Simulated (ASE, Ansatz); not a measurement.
## Convergence of a linear-scaling basis for C(110) slab, H on the bottom face (270 atoms)

Wanted: errors and times of a linear-scaling basis for C(110) slab, H on the bottom face (270 atoms). A setting counts as converged where the r.m.s. difference of forces stays under 1 % of the r.m.s. force.

Calculated with Ansatz 0.2.0; Kohn-Sham DFT, LDA, PAW (set soft_2), plane waves.

**1. The structure**

The cell holds 270 atoms: 240 C and 30 H. Cell: a = 12.611 Å, b = 10.701 Å, c = 21.718 Å, α = 90.0°, β = 90.0°, γ = 90.0°. It derives from C (diamond-structure). Diamond-structure C (a = 3.567 Å), (110) slab of 8 atomic planes, 5 x 3 surface cells, H on the broken bonds of the bottom face, 12 Å of vacuum; displaced by a Gaussian of 0.02 Å. Regions: slab, 240 atoms (240 C); hydrogen, 30 atoms (30 H). Vacuum lies along c.

What the set-up can't give: Beside vacuum, support functions can miss their usual error bounds without a warning. The main run has no spin polarisation, so any moments at edges, vacancies or dangling bonds can't form in it. Sampling is at Γ alone, for a cell whose shortest periodic width is 11 Å.

**2. Plane-wave single point**

The first run fixes the reference, at a cutoff of 420 eV.

input.yaml reads:

```yaml
crystal:
  lattice:
    - [12.61125, 0.0, 0.0]
    - [0.0, 10.701, 0.0]
    - [0.0, 0.0, 21.71786]
  atoms:
    - { symbol: C, position: [0.90047, 0.16544, 0.31702] }
    - { symbol: C, position: [0.99961, 0.08516, 0.3171] }
    - { symbol: C, position: [0.00217, 0.99974, 0.37503] }
    - { symbol: C, position: [0.89902, 0.25417, 0.3754] }
    - { symbol: C, position: [0.9023, 0.16843, 0.43366] }
    - { symbol: C, position: [0.99946, 0.08842, 0.43422] }
    - { symbol: C, position: [0.00217, 0.00169, 0.49163] }
    - { symbol: C, position: [0.90177, 0.24913, 0.49052] }
    - { symbol: C, position: [0.89832, 0.16984, 0.55] }
    - { symbol: C, position: [0.00297, 0.08428, 0.5506] }
    - { symbol: C, position: [0.00086, 0.00279, 0.60818] }
    - { symbol: C, position: [0.8974, 0.24821, 0.60679] }
    - { symbol: C, position: [0.89936, 0.16766, 0.66484] }
    - { symbol: C, position: [0.00103, 0.07858, 0.6669] }
    - { symbol: C, position: [0.99908, 0.99802, 0.72528] }
    - { symbol: C, position: [0.9023, 0.25191, 0.7254] }
    - { symbol: C, position: [0.09824, 0.1641, 0.31806] }
    - { symbol: C, position: [0.19448, 0.0842, 0.31774] }
    - { symbol: C, position: [0.19832, 0.00311, 0.37344] }
    - { symbol: C, position: [0.09793, 0.24984, 0.37439] }
    - { symbol: C, position: [0.09746, 0.16618, 0.43445] }
    - { symbol: C, position: [0.20018, 0.08603, 0.43319] }
    - { symbol: C, position: [0.19795, 0.00549, 0.492] }
    - { symbol: C, position: [0.10253, 0.2507, 0.4934] }
    - { symbol: C, position: [0.10051, 0.16808, 0.55108] }
    - { symbol: C, position: [0.20003, 0.08245, 0.54924] }
    - { symbol: C, position: [0.20192, 4.0e-05, 0.60785] }
    - { symbol: C, position: [0.0959, 0.25033, 0.60928] }
    - { symbol: C, position: [0.10223, 0.17017, 0.66447] }
    - { symbol: C, position: [0.19773, 0.08338, 0.6669] }
    - { symbol: C, position: [0.19993, 0.00077, 0.72474] }
    - { symbol: C, position: [0.10173, 0.24864, 0.72273] }
    [... 232 atom lines left out ...]
    - { symbol: H, position: [0.70036, 0.56179, 0.2764] }
    - { symbol: H, position: [0.79941, 0.36035, 0.27549] }
    - { symbol: H, position: [0.49879, 0.89492, 0.27588] }
    - { symbol: H, position: [0.59958, 0.68939, 0.27695] }
    - { symbol: H, position: [0.70139, 0.89479, 0.27636] }
    - { symbol: H, position: [0.80083, 0.6941, 0.27712] }
kpoints:
  mp_grid: { grid: [1, 1, 1] }
hamiltonian:
  xc: lda
scf:
  occupations: { method: fermi_dirac, width: 0.05 }
output:
  forces: true
  populations: true
  dos:
    method: { smearing: { sigma: 0.15 } }
    de: 0.1
    projected:
      site_lists:
        C: [C]
        H: [H]
        hydrogen: [240, 241, 242, 243, 244, 245, 246, 247, 248, 249, 250, 251, 252, 253, 254, 255, 256, 257, 258, 259, 260, 261, 262, 263, 264, 265, 266, 267, 268, 269]
  eigenvalues: true
  write_density: true
  write_potential: true
  volumetric_format: npy
```

On the command line:

```bash
$ ansatz run input.yaml --threads 8 --pin off --max-ram 15872MiB --backend cpu --events-out ev --progress --plain --runs-dir out
```

What it wrote:

```text
Engine: ansatz 0.2.0, aarch64-unknown-linux-gnu
Pseudopotentials: kind: paw
Pseudopotential: C, paw, valence charge 4, recommended cutoff 420 eV (normal), C.paw.azcp
Pseudopotential: H, paw, valence charge 1, recommended cutoff 420 eV (normal), H.paw.azcp
[... 3 lines on functional and potentials left out ...]
Crystal: 270 atoms, lattice volume = 2930.890 Å³
Basis set: ecut = 420 eV, 57273 PW (Γ)
Bands: 765, of which v1, the nominal top of the filled ones, is band 495 counted from 1 (494 counted from 0)
Symmetry: 1 space group operations
Space group: P1 (ITA 1), of the structure as read, at distance tolerance 1.4e-4 Å
k-points: 1
[... 6 lines on functional and potentials left out ...]
Initial density: superposition of atomic densities (neutral atoms: chi_scale 0, normalization atom), corrected by the library's trained network
Initial wavefunctions: pseudopotential atomic-orbital guess
Functional: x = slater, c = lda
SCF iter   1: F=—  HF=-58721.159895 eV  |F-HF|=—  |Δ(HF+E_count)|=         —  Δρ=9.73e-3  dr2=1.51e1  ethr=1.77e-3  ⟨swp⟩=7.0  Hψ=4022  notcnv=0  defer=240
preconditioner: auto → LDOS  [insulator: Δε(μ)=0.195 eV  Ē_g=15.843 eV  σ=0.050 eV  W_gap=0.59  n_scr=564 (ndim 8)  ℏωp=21.6 eV  f_vac=0.437  D(μ)=31.80/eV (n_scr^D=144)  ε∞_Penn≈2.9  β→1.0]
SCF iter   2: F=—  HF=-58720.148062 eV  |F-HF|=—  |Δ(HF+E_count)|=    1.01e0  Δρ=4.65e-3  dr2=2.75e0  ethr=1.53e-3  ⟨swp⟩=3.0  Hψ=919  notcnv=0  defer=250
SCF iter   3: F=—  HF=-58720.527611 eV  |F-HF|=—  |Δ(HF+E_count)|=   3.80e-1  Δρ=4.98e-3  dr2=3.26e0  ethr=2.77e-4  ⟨swp⟩=3.0  Hψ=1931  notcnv=0  defer=254
SCF iter   4: F=—  HF=-58719.648187 eV  |F-HF|=—  |Δ(HF+E_count)|=   8.79e-1  Δρ=1.28e-3  dr2=2.25e-1  ethr=2.77e-4  ⟨swp⟩=3.0  Hψ=1011  notcnv=0  defer=254
SCF iter   5: F=—  HF=-58719.621061 eV  |F-HF|=—  |Δ(HF+E_count)|=   2.71e-2  Δρ=6.28e-4  dr2=5.28e-2  ethr=2.27e-5  ⟨swp⟩=3.0  Hψ=991  notcnv=0  defer=254
SCF iter   6: F=—  HF=-58719.610364 eV  |F-HF|=—  |Δ(HF+E_count)|=   1.07e-2  Δρ=3.08e-4  dr2=7.20e-3  ethr=5.33e-6  ⟨swp⟩=3.0  Hψ=1011  notcnv=0  defer=250
SCF iter   7: F=—  HF=-58719.609592 eV  |F-HF|=—  |Δ(HF+E_count)|=   7.72e-4  Δρ=1.28e-4  dr2=7.27e-4  ethr=7.27e-7  ⟨swp⟩=2.0  Hψ=855  notcnv=0  defer=250
SCF iter   8: F=—  HF=-58719.609571 eV  |F-HF|=—  |Δ(HF+E_count)|=   2.18e-5  Δρ=3.71e-5  dr2=1.07e-4  ethr=7.35e-8  ⟨swp⟩=3.0  Hψ=1085  notcnv=0  defer=250
SCF iter   9: F=—  HF=-58719.609497 eV  |F-HF|=—  |Δ(HF+E_count)|=   7.33e-5  Δρ=1.67e-5  dr2=1.84e-5  ethr=1.08e-8  ⟨swp⟩=2.0  Hψ=882  notcnv=0  defer=250
SCF iter  10: F=—  HF=-58719.610713 eV  |F-HF|=—  |Δ(HF+E_count)|=   1.22e-3  Δρ=7.42e-6  dr2=3.26e-6  ethr=1.86e-9  ⟨swp⟩=2.0  Hψ=1139  notcnv=0  defer=250
SCF iter  11: F=—  HF=-58719.610715 eV  |F-HF|=—  |Δ(HF+E_count)|=   1.41e-6  Δρ=3.57e-6  dr2=2.79e-7  ethr=3.29e-10  ⟨swp⟩=2.0  Hψ=963  notcnv=0  defer=250
SCF iter  12: F=-58719.610715 eV  HF=-58719.610715 eV  |F-HF|=1.67e-7  |Δ(HF+E_count)|=   7.64e-7  Δρ=1.74e-6  dr2=8.69e-8  ethr=1.01e-11  ⟨swp⟩=34.0  Hψ=10058  notcnv=0
SCF 1 converged in 12 iterations: F = -58719.610715 eV  dr2 = 8.69e-8
  greatest PAW one-centre occupation: 0.648 electrons in one spin orbital (limit 2), on the C atom at site 225 (counted from 0), in its partial waves of l = 0
WARN: The output density's exchange-correlation potential varies sharply where the density is thin. Do not read a vacuum level from v_tot or v_xc, or from such a field of the output density. On a cell that repeats whose density bears no net charge and no dipole along the vacuum's axis use v_es (v_loc + v_h of the components); [...]
SCF converged after 12 iterations
Free energy (F): -58719.610715 eV
Harris-Foulkes:  -58719.610715 eV  (|F-HF|=1.67e-7)
Internal energy: -58719.603208 eV  (E = F + TS)
E sigma→0 (E₀):  -58719.606962 eV
Entropy (-TS):   -0.007507 eV (-0.028 meV/atom)
Fermi energy:    3.999938 eV
--- Per-component energies (eV) ---
  E_band       = -4977.376585
  E_kinetic    = 22347.283513
  E_local      = -657858.413516  (includes V_loc(G=0)·N_el)
  E_nonlocal   = 6695.745245
  E_hartree    = 320160.355245
  E_xc         = -11782.147744
  E_vxc        = -14676.378603  (∫ρ·V_xc dr)
  E_paw        = -22020.545382  (= ΣΔE_a)
  E_vpaw       = -1806.355868  (= ΣTr[D̂ρ^β])
  E_aug_tail   = -0.037635  (compensation charges beyond the density's cutoff)
  E_ewald      = 283723.077265
  E_core_change = 15.079801  (= ΣΔE_core)
  E_smearing   = -0.007507  (= −TS)
  E_closure    = 0.000000  (closes the sum)
  Σ components = -58719.610715   (vs F -58719.610715, Δ=0.00e0)
--- Forces (eV/Å), atoms counted from 1 ---
  atom   1  C     -0.58289236     0.26185045     1.27833290
  atom   2  C     -0.06691963     0.18356900     1.00451233
  atom   3  C     -1.07080196     0.79647975     0.35757700
  atom   4  C      0.98975789    -1.76529652    -0.15888995
  atom   5  C     -1.44833299    -0.02888787    -0.54499337
  atom   6  C      0.71426933    -2.26273191    -0.52671194
  atom   7  C     -0.91732818    -0.39069610     0.33625128
  atom   8  C     -0.56891480     1.19495625     1.34051268
  atom   9  C      1.20593982    -1.60518082    -1.10746271
  atom  10  C     -1.57171322     0.43982531    -0.42830784
  atom  11  C      0.49541755    -1.83189732    -0.28758637
  atom  12  C      1.23546651     2.09185964     0.80564559
  atom  13  C      0.62093615    -1.32593811     2.17491264
  atom  14  C     -0.68968287     3.50926958     0.74846113
[...]
atom 269  H      0.02741471    -0.48569359     0.21952702
  atom 270  H      0.02620276    -1.14799656    -1.65004342
  max |Σ_I F_I| component: 1.45e-3 eV/Å
--- Band table (eV) ---
  k-point 0: bands = ["-17.5663", "-16.8485", "-16.8253", "-16.7327", [... 749 levels ...], "13.1568", "13.1625", "13.1788", "13.1859", "13.1890", "13.2053", "13.2207", "13.2351", "13.2484", "13.2798", "13.2933", "13.3132"]
--- Löwdin populations: 270 sites ---
  site symbol       q [e]
     0      C      4.1263
     1      C      4.1278
     2      C      3.9820
[...]
269      H      0.8138
  spilling = 0.004634 (of n_electrons = 990.000000)
```

Wall time 99 s (8 threads of Arm Neoverse V1, shared host); peak memory 4.9 GiB; 13 min of CPU time.

The program notes that the exchange-correlation potential is rough where the density is thin.

The run gave:

- free energy: -58719.6107 eV
- free energy per atom: -217.4800 eV/atom
- SCF cycles: 12
- r.m.s. force component: 1.363 eV/Å
- longest force: 5.717 eV/Å
- Fermi energy: 4 eV
- gap (highest filled to lowest empty level): 0.5933 eV
- spilling of the projection: 0.004634

Neighbours are counted within 1.85 Å (C-C), 1.34 Å (C-H).

Length of the force by element and coordination:

```csv
element,coordination,atoms,mean length of the force (eV/Å),spread,least,most
C,all,240,2.13,1.27,0.381,5.72
C,3,30,4.81,0.461,3.74,5.72
C,4,210,1.75,0.804,0.381,5.11
H,all,30,0.768,0.559,0.125,2.42
```

Löwdin charges by element and coordination (they lack the spilled electrons, 0.017 e an atom on average):

| element | coordination | atoms | mean charge (e) | spread | least | most |
| --- | --- | --- | --- | --- | --- | --- |
| C | all | 240 | -0.0012 | 0.0496 | -0.144 | 0.0477 |
| C | 3 | 30 | 0.005 | 0.0131 | -0.0244 | 0.0302 |
| C | 4 | 210 | -0.0021 | 0.0528 | -0.144 | 0.0477 |
| H | all | 30 | 0.163 | 0.0097 | 0.141 | 0.186 |

By region:

```
  region  atoms  mean length of the force (eV/Å)
    slab    240                             2.13
hydrogen     30                            0.768
```

Density of states as counts of states in windows of 1 eV (from the Fermi level), total and the larger projections:

| from (eV) | to (eV) | total | C p | C s |
| --- | --- | --- | --- | --- |
| -18 | -17 | 36.0 | 14.5 | 20.8 |
| -17 | -16 | 38.7 | 16.1 | 21.8 |
| -16 | -15 | 42.7 | 16.5 | 25.3 |
| -15 | -14 | 30.0 | 12.2 | 17.2 |
| -14 | -13 | 36.9 | 20.2 | 15.8 |
| -13 | -12 | 49.0 | 30.7 | 17.1 |
| -12 | -11 | 41.8 | 26.6 | 13.8 |
| -11 | -10 | 46.9 | 30.6 | 14.6 |
| -10 | -9 | 62.2 | 49.0 | 11.0 |
| -9 | -8 | 50.3 | 41.4 | 6.8 |
| -8 | -7 | 76.1 | 64.7 | 8.6 |
| -7 | -6 | 87.7 | 77.7 | 6.9 |
| -6 | -5 | 104.6 | 94.6 | 6.5 |
| -5 | -4 | 79.5 | 75.0 | 2.1 |
| -4 | -3 | 70.5 | 65.4 | 2.6 |
| -3 | -2 | 40.4 | 38.8 | 0.7 |
| -2 | -1 | 18.0 | 16.5 | 1.0 |
| -1 | 0 | 25.9 | 23.9 | 1.7 |
| 0 | 1 | 23.9 | 20.3 | 3.4 |
| 1 | 2 | 5.9 | 4.9 | 0.7 |
| 2 | 3 | 6.5 | 1.4 | 0.8 |
| 3 | 4 | 13.4 | 3.5 | 2.8 |
| 4 | 5 | 30.4 | 14.5 | 8.2 |

Between -22 and -18 eV lie 53 more states.

The levels nearest the highest filled one (over half full), pooled over k-points and spins:

```
level less the highest filled one (eV)  occupation
                                -0.188           2
                                -0.161           2
                                -0.150           2
                                -0.132        2.00
                                -0.115        2.00
                                     0        1.99
                                 0.593       0.004
                                 0.600       0.003
                                 0.624       0.002
                                 0.665       0.001
                                 0.774           0
                                 0.822           0
```

Planar average of the electrostatic potential energy along the normal, with the Fermi level as zero, after a running mean with a triangular window 4 Å wide at its base:

```
height (Å)  potential energy (eV)
       0.0                   4.64
       0.6                   4.45
       1.3                   4.21
       1.9                   4.02
       2.5                   3.83
       3.0                   3.63
       3.8                   3.29
       4.3                   2.61
       4.9                   1.08
       5.5                  -1.47
       6.2                  -5.39
       6.8                  -8.45
       7.4                 -10.12
       8.0                 -11.29
       8.7                 -11.36
       9.3                 -11.60
       9.8                 -11.48
      10.4                 -11.59
      11.1                 -11.47
      11.7                 -11.60
      12.3                 -11.48
      12.9                 -11.48
      13.6                 -11.29
      14.2                 -11.15
      14.8                 -10.39
      15.3                  -8.33
      16.1                  -4.51
      16.7                  -0.41
      17.2                   2.67
      17.8                   4.76
      18.5                   5.54
      19.1                   5.46
      19.7                   5.29
      20.3                   5.11
      21.0                   4.87
      21.6                   4.68
```

Electrostatic potential energy in the cb plane at fractional x = 0.001, with atoms of C and H within 0.2 Å of it. With pseudopotentials it is smooth inside the atoms' cores, unlike the true potential.

Ten even steps from '0' (-69 eV) to '9' (9 eV), each cell a mean:
```
9999999999999999999999733699985358999634799973
9999999999999999999999988999998889999988999998
9999999999999999999999999999999999999999999999
9999999999999999999989999998899999889999998899
9999999999999999998536899974589997447999853589
9999999999999999997102898840068885004888720178
9999999999999999955425754652376466336745753464
9999999999999999956989600388871027888300698850
9999999999999999999999742689985258998623799974
9999999999999999999999988899998889999888999998
9999999999999999999999999999999999999999999999
9999999999999999999889999998899999889999998999
9999999999999999998546899964589998547999864689
9999999999999999997102899830069886004888720279
9999999999999999955425754752475357326634752574
9999999999999999956888500488872027888400688850
9999999999999999999999732699985358999633799973
9999999999999999999999988999998889999988999998
9999999999999999999999999999999999999999999999
9999999999999999999989999998899999989999999999
9999999999999999998646899963479998547999865699
9999999999999999987202788840068886004888720279
9999999999999999955535754763475367336634742475
9999999999999999856888500488871027888300687860
```
Columns run along c (16.0 Å, from fractional 0.00 to 0.74 of the cell; values clipped at the 3rd and 97th percentile), rows up along b (10.7 Å). Atoms in or near the plane, at fractional coordinates: C at (0.32, 0.09), C at (0.38, 0.00), C at (0.43, 0.09), C at (0.49, 0.00), C at (0.55, 0.08), C at (0.61, 0.00), C at (0.67, 0.08), C at (0.73, 0.00), C at (0.32, 0.42), C at (0.37, 0.33), C at (0.43, 0.42), C at (0.49, 0.34), C at (0.55, 0.42), C at (0.61, 0.34) and more.

Valence density in the cb plane at fractional x = 0.001, with atoms of C and H within 0.2 Å of it. It is the smooth field of the valence electrons, not physical close to the nuclei.

Values in e/Å³, 13 rows by 16 columns, each cell a mean:
```
0.0 0.0 0.0 0.0 0.0 0.0 0.1 0.3 1.0 0.2 0.7 0.6 0.3 0.9 0.3 0.7
0.0 0.0 0.0 0.0 0.0 0.0 0.1 0.2 0.2 0.2 0.2 0.2 0.2 0.2 0.2 0.2
0.0 0.0 0.0 0.0 0.0 0.1 0.7 1.0 0.3 1.1 0.5 0.6 1.0 0.3 1.1 0.7
0.0 0.0 0.0 0.0 0.0 0.2 1.5 1.4 1.4 1.6 1.4 1.5 1.5 1.3 1.4 1.5
0.0 0.0 0.0 0.0 0.0 0.1 0.3 0.5 1.4 0.5 1.1 1.0 0.5 1.4 0.5 0.9
0.0 0.0 0.0 0.0 0.0 0.0 0.1 0.2 0.3 0.2 0.3 0.2 0.2 0.3 0.2 0.2
0.0 0.0 0.0 0.0 0.0 0.0 0.5 0.6 0.2 0.8 0.3 0.4 0.7 0.2 0.7 0.4
0.0 0.0 0.0 0.0 0.0 0.1 1.4 1.5 0.9 1.7 1.1 1.2 1.6 0.9 1.6 1.3
0.0 0.0 0.0 0.0 0.0 0.2 0.8 0.9 1.6 0.7 1.3 1.3 0.8 1.6 0.8 1.3
0.0 0.0 0.0 0.0 0.0 0.0 0.1 0.2 0.6 0.2 0.4 0.4 0.2 0.6 0.2 0.4
0.0 0.0 0.0 0.0 0.0 0.0 0.3 0.4 0.2 0.5 0.2 0.2 0.4 0.1 0.4 0.2
0.0 0.0 0.0 0.0 0.0 0.1 1.0 1.4 0.5 1.5 0.8 0.9 1.4 0.6 1.3 0.9
0.0 0.0 0.0 0.0 0.0 0.2 1.2 1.2 1.6 1.1 1.5 1.4 1.2 1.7 1.3 1.4
```
Columns run along c (16.0 Å, from fractional 0.00 to 0.74 of the cell), rows up along b (10.7 Å). Atoms in or near the plane, at fractional coordinates: C at (0.32, 0.09), C at (0.38, 0.00), C at (0.43, 0.09), C at (0.49, 0.00), C at (0.55, 0.08), C at (0.61, 0.00), C at (0.67, 0.08), C at (0.73, 0.00), C at (0.32, 0.42), C at (0.37, 0.33), C at (0.43, 0.42), C at (0.49, 0.34), C at (0.55, 0.42), C at (0.61, 0.34) and more.

Mean Löwdin charges: C -0.00, H +0.16 e (they miss 0.46 % of the electrons, so they add up to more than the cell's charge). Charges this small depend on the projection, at times even in sign. The largest share in the top eV of filled states is C p (93 % of the projected weight), and in the lowest eV of empty states C p (86 % of the projected weight). The potential slopes across the vacuum by 0.33 eV/Å: the slab bears a dipole, and with periodic images along the normal there is no flat vacuum level to read.

**3. Distances and neighbours**

These statistics describe the geometry on which the runs were made.

Normalised to the volume that the atoms fill. Pair distribution functions g(r), in bins of 0.2 Å:

```csv
r (Å),total,C-C,C-H,H-H
1.00,0.29,0.00,1.46,0.00
1.20,0.15,0.00,0.76,0.00
1.40,0.26,0.33,0.00,0.00
1.60,3.02,3.82,0.00,0.00
1.80,0.09,0.00,0.00,7.60
2.00,0.05,0.00,0.00,4.18
2.20,0.33,0.00,1.69,0.00
2.40,0.81,0.95,0.00,4.83
2.60,2.97,3.41,0.87,8.60
2.80,0.34,0.09,1.34,0.00
3.00,2.42,3.00,0.26,0.00
3.20,0.02,0.00,0.12,0.00
3.40,0.19,0.01,0.94,0.00
3.60,0.87,1.03,0.09,3.32
3.80,0.89,1.12,0.01,0.00
4.00,0.65,0.57,0.84,2.60
4.20,0.19,0.02,0.89,0.00
4.40,2.29,2.60,0.77,6.63
4.60,1.29,1.51,0.46,0.00
4.80,0.03,0.02,0.08,0.00
5.00,0.91,0.91,0.83,1.94
5.20,1.19,1.33,0.62,1.33
5.40,0.48,0.35,1.05,0.00
5.60,1.12,1.38,0.14,0.00
5.80,0.60,0.67,0.30,1.11
6.00,0.11,0.03,0.43,0.12
6.20,0.49,0.42,0.61,3.29
6.40,1.02,1.07,0.83,1.01
```

Bonds by pair of elements; cutoffs follow the first minimum of g(r), held within bounds set by covalent radii, and pairs that aren't listed don't count as bonded:

```
pair A-B  cutoff (Å)  bonds  mean length (Å)  spread (Å)  shortest (Å)  B about A  A about B
     C-C        1.85    450             1.54        0.03          1.47       3.75       3.75
     C-H        1.34     30             1.09       0.028          1.03      0.125          1
```

How many atoms have how many bonded neighbours:

```csv
element,mean,1,3,4
C,3.88,0,30,210
H,1,30,0,0
```

Bond angles (no mean is given where the spread exceeds 20°):

```csv
angle,count,mean (°),spread (°)
C-C-C,1260,110,1.6
C-C-H,90,109,2.1
```

Bond length by coordination (bonds to H left out):

```csv
element,coordination,atoms,mean bond length (Å)
C,3,30,1.54
C,4,210,1.55
```

With the cutoffs above, 88 % of C atoms have 4 and all H atoms have 1 bonded neighbour. The C-C-C angle averages 110° with a spread of 1.6°.

(Continued in part 2 of 2.)

[Logs are printed without paths, hosts, clocks, repeated set-up lines and the standing remarks that a program may print on its own settings, such as how far it seeks lower states.]

[Hosts, paths, dates, database ids (printed as entryN), source tags and the programs' standing remarks are cut or masked in the printed files.]
